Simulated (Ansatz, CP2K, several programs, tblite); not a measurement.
Energy against volume for Sn built on the lonsdaleite prototype, at fixed shape and fractional coordinates, computed by several methods (PBE and r2SCAN, where shown, with plane waves in Ansatz); the cell shown is that of r2SCAN. With free coordinates or axes held, a curve is too stiff, and on another method's shape its minimum isn't the method's own volume. Space group P6_3/mmc (No. 194), hexagonal; conventional cell a = 4.635 Å, c = 7.614 Å, 35.41 Å³ an atom. Around Sn lie 4 Sn at 2.84–2.85 Å. Note: simulated data, non-magnetic, for a generated structure that need not be the stable one. Energies count from each curve's lowest point; fits are third-order Birch-Murnaghan.

```
CELL_PARAMETERS angstrom
4.63494 0.00000 0.00000
-2.31747 4.01398 0.00000
0.00000 0.00000 7.61389
ATOMIC_POSITIONS crystal
Sn 0.33333 0.66667 0.00024
Sn 0.66667 0.33333 0.50024
Sn 0.33333 0.66667 0.37476
Sn 0.66667 0.33333 0.87476
```

PBE/SZV (CP2K), on the shape of the cell shown:
```
V (Å³/atom)  E (meV/atom)
     31.164        134.16
     33.288         42.63
     35.413          1.83
     37.538          0.00
     39.663         26.23
```
V₀ = 36.59 Å³ an atom and B₀ = 42 GPa.

Q: GFN1-xTB (tblite), on the shape of the cell shown, as a cluster of 72 atoms at the zone centre, gives

| V (Å³/atom) | E (meV/atom) |
| --- | --- |
| 31.164 | 91.47 |
| 33.288 | 15.53 |
| 35.413 | 0.00 |
| 37.538 | 28.52 |
| 39.663 | 89.57 |

What equilibrium volume and bulk modulus follow?

A: V₀ = 35.00 Å³ an atom and B₀ = 58 GPa.

PBE/DZVP (CP2K), on the shape of the cell shown:

| V (Å³/atom) | E (meV/atom) |
| --- | --- |
| 31.164 | 151.67 |
| 33.288 | 57.05 |
| 35.413 | 10.97 |
| 37.538 | 0.00 |
| 39.663 | 14.36 |

V₀ = 37.29 Å³ an atom and B₀ = 35 GPa.

Q: GFN2-xTB (tblite), on the shape of the cell shown, as a cluster of 72 atoms at the zone centre, gives
```csv
V (Å³/atom),E (meV/atom)
31.164,39.92
33.288,0.03
35.413,0.00
37.538,27.56
39.663,72.40
```
What equilibrium volume and bulk modulus follow?

A: V₀ = 34.30 Å³ an atom and B₀ = 40 GPa.

Q: r2SCAN, on the shape of its own relaxed cell, gives
```
V (Å³/atom)  E (meV/atom)
     33.288         19.31
     34.351          4.54
     35.413          0.00
     36.476          4.05
     37.538         15.26
```
What equilibrium volume and bulk modulus follow?

A: V₀ = 35.41 Å³ an atom and B₀ = 43 GPa.
